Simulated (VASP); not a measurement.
Te under changes of volume

One of the cells (34.441 Å³/atom); the others are scaled copies at fixed shape and fractional positions:

```
Te
1.0
     4.47638    0.00000    0.00000
    -2.23819    3.87666    0.00000
     0.00000    0.00000    5.95409
Te
3
Cartesian
  1.6361 2.8338 2.9770
  -0.6021 1.0428 4.9617
  1.2041 0.0000 0.9923
```

* Program: VASP 6.6.1
* Functional: PBE
* Potentials or basis: VASP PAW PBE potentials, release 64 (Te)
* Cutoff: 520 eV
* k mesh: 7 × 7 × 5
* Occupations: fermi-dirac, width 0.05 eV
* Spin: no spin polarisation

| volume (Å³/atom) | energy over the lowest point (meV/atom) | pressure (GPa) | gap on the mesh (eV) | largest force (eV/Å) |
| --- | --- | --- | --- | --- |
| 31.740 | 49.95 | 5.5 | 0.61 | 0.550 |
| 32.415 | 29.96 | 4.1 | 0.61 | 0.419 |
| 33.091 | 15.51 | 2.8 | 0.62 | 0.298 |
| 34.441 | ? | ? | ? | ? |
| 35.117 | 0.00 | -0.2 | 0.64 | 0.019 |
| 35.792 | 2.55 | -1.0 | 0.64 | 0.110 |

**Question.** What does the run at 34.441 Å³/atom give?

**Answer.** Energy over the lowest point 1.03 meV/atom; pressure 0.7 GPa; gap on the mesh 0.63 eV; largest force 0.079 eV/Å.

Worked out: A Birch-Murnaghan fit of order 3 (a polynomial in V^(-2/3)) to the other rows has its minimum at 34.96 Å³/atom with B0 = V·E''(V) = 45 GPa and B' = 4.7 at fixed shape and positions, which overstates the stiffness. It gives 1.03 meV/atom at 34.441 Å³/atom, against the run's 1.03, and -dE/dV = 0.7 GPa, against 0.7. A straight line through the other rows of the gap, of slope 0.287 eV per unit of ln V, gives 0.63 eV, against the run's 0.63.

Energies are extrapolated to zero smearing.

Caveats: spin-orbit coupling is left out, which moves the levels of the heavy elements; an odd mesh through Γ misses points on the zone boundary, where band edges often lie.
